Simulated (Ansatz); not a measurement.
Theory: DFT PBE, scalar-relativistic, plane waves, PAW (Ansatz). Settings: cutoff 420 eV, Γ-centred meshes spaced at most about 0.3 Å⁻¹, and about 0.25 Å⁻¹ or finer for metals (2π included), Gaussian smearing. No spin polarisation.

All energies are static (0 K, no zero-point motion).

Question: Order these relaxed structures of Be2H3 by energy, lowest first, with the energy over the lowest of them.
1.

```
Be H
1.0
     1.92425    1.11097    4.96007
    -1.92425    1.11097    4.96007
     0.00000   -2.22194    4.96007
Be H
4 6
Direct
  0.31829 0.31829 0.31829
  0.18171 0.18171 0.18171
  0.68171 0.68171 0.68171
  0.81829 0.81829 0.81829
  0.56472 0.93528 0.25000
  0.25000 0.56472 0.93528
  0.93528 0.25000 0.56472
  0.43528 0.06472 0.75000
  0.75000 0.43528 0.06472
  0.06472 0.75000 0.43528
```

2.

```
Be H
1.0
     2.25125    0.00000    0.00000
     0.00000    3.16006    0.00000
    -0.38186    0.00000    6.52339
Be H
2 3
Direct
  0.01924 0.50000 0.11312
  0.97460 0.00000 0.85060
  0.01107 0.00000 0.06523
  0.45206 0.00000 0.71778
  0.54303 0.50000 0.25327
```

3.

```
Be H
1.0
     4.06159    0.00000    0.00000
    -1.97753    3.56681    0.00000
    -0.16943   -2.22792    5.45247
Be H
4 6
Cartesian
  0.3809 0.1527 4.5895
  -0.4645 2.4555 1.1130
  1.3482 1.3111 0.7606
  2.5686 -1.1501 3.6881
  1.3665 -0.9695 4.5557
  1.2297 1.2322 4.1558
  -0.5885 -0.0512 3.5716
  0.3686 2.1788 2.2674
  0.7554 0.0926 1.1871
  2.6083 1.4422 1.3736
```

4.

```
Be H
1.0
     5.77213    0.00000    0.00000
     0.00000    5.77213    0.00000
     0.00000    0.00000    2.31588
Be H
4 6
Direct
  0.27516 0.00000 0.50000
  0.72484 0.00000 0.50000
  0.00000 0.27516 0.50000
  0.00000 0.72484 0.50000
  0.00000 0.50000 0.00000
  0.50000 0.00000 0.00000
  0.81642 0.50000 0.00000
  0.18358 0.50000 0.00000
  0.50000 0.81642 0.00000
  0.50000 0.18358 0.00000
```

Answer: 3 (0 meV/atom), 2 (44 meV/atom), 1 (291 meV/atom), 4 (927 meV/atom). Forms: cell 3 P1; cell 2 Pm; cell 1 R-3c; cell 4 P4/mmm. Counting H atoms around Be (those within 1.25 times the shortest such distance or 1.15 times the sum of covalent radii; a plus sign parts nearer from farther groups; a slash parts the counts of unlike sites): cell 3 has Be 2+1/3/4; cell 2 has Be 3/2+2; cell 1 has Be 3+3; cell 4 has Be 2+4. Origin: cell 1 and cell 4, invented; cell 2 and cell 3, each invented, then shaken at random and relaxed again. Even the lowest of the cells shown lies +0.08 eV/atom against the elements.

Weakly bound directions are ill-defined at this level, which has no dispersion term (Pm), and this can change margins and order among such cells. With hydrogen, zero-point motion can shift such differences by 10 meV/atom or more. Cells relaxed within their symmetry can be saddle points. Some candidate types were left out of the draw beforehand, so a known form may be missing.
